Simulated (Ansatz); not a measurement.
## Squeezing Lu (sc type)

```yaml
crystal:
  lattice:
    - [3.20708, 0.00000, 0.00000]
    - [0.00000, 3.20708, 0.00000]
    - [0.00000, 0.00000, 3.20708]
  atoms:
    - { symbol: Lu, position: [0.00000, 0.00000, 0.00000] }
```

The cell comes from a relaxation on PAW files under the same functional, begun from a prototype that needn't be the stable phase.

Its volume is scaled at fixed shape and fractional positions.

Level of theory: DFT with PBE, scalar-relativistic, in Ansatz 0.2.0; a Γ-centred 12×12×12 k mesh, Fermi–Dirac smearing of 0.1 eV, no spin polarisation. LAPW: all electrons, basis error target 1 meV/atom; PAW: frozen-core files, cutoff 420 eV; crystal datasets: all electrons, by PAW datasets that the program makes for each cell; norm-conserving: pseudopotentials, cutoff 1361 eV; PAW (partial waves polarizable): frozen-core files, cutoff 420 eV.

Energies are extrapolated to zero smearing and count from the unscaled cell; pressure is positive in compression; gaps take the mesh and a band path. No temperature or zero-point motion is included.

Spin–orbit coupling is left out, which matters for the heavy atoms. The structure type is held throughout; the real material can change phase at far lower pressure.

| V/V0 | V (Å³/atom) | P LAPW (GPa) | ΔE LAPW (eV/atom) | P PAW − LAPW (GPa) | ΔE PAW − LAPW (meV/atom) |
| --- | --- | --- | --- | --- | --- |
| 1.00 | 32.99 | 0.03 | 0.000 | -0.01 | 0.0 |
| 0.95 | 31.34 | 1.63 | 0.008 | -0.01 | -0.1 |
| 0.85 | 28.04 | ? | 0.083 | -0.01 | -0.2 |
| 0.75 | 24.74 | 12.96 | 0.272 | -0.02 | -0.4 |
| 0.65 | 21.44 | 24.6 | 0.641 | -0.02 | -0.8 |
| 0.55 | 18.14 | 48.0 | 1.359 | -0.07 | -1.5 |
| 0.45 | 14.84 | ? | 2.792 | -0.17 | -3.7 |
| 0.40 | 13.19 | 147.0 | 4.030 | -0.22 | -5.7 |

Q: What belongs in the row "0.45", column "P LAPW (GPa)"?

A: 98.2.

Q: Fill in "P LAPW (GPa)" for the row "0.85".

A: 6.08.

Q: At the smallest volume, how far do crystal datasets and norm-conserving and PAW (partial waves polarizable) lie from LAPW in pressure?

A: crystal datasets: 0.00 GPa; norm-conserving: -1.10 GPa; PAW (partial waves polarizable): -0.22 GPa, on a LAPW pressure of 147.0 GPa.

Q: How do the Löwdin populations by LAPW change from the unscaled cell to the last row?

A: Lu 5s 1.95 → 1.80, Lu 6s 0.90 → 0.44, Lu 5p 5.96 → 5.77, Lu 5d 2.11 → 3.09, Lu 4f 13.99 → 13.90 electrons an atom. These are projections on the shells that the free atoms fill; 0.09 e a cell lies outside them at the start and 0.02 e at the end.
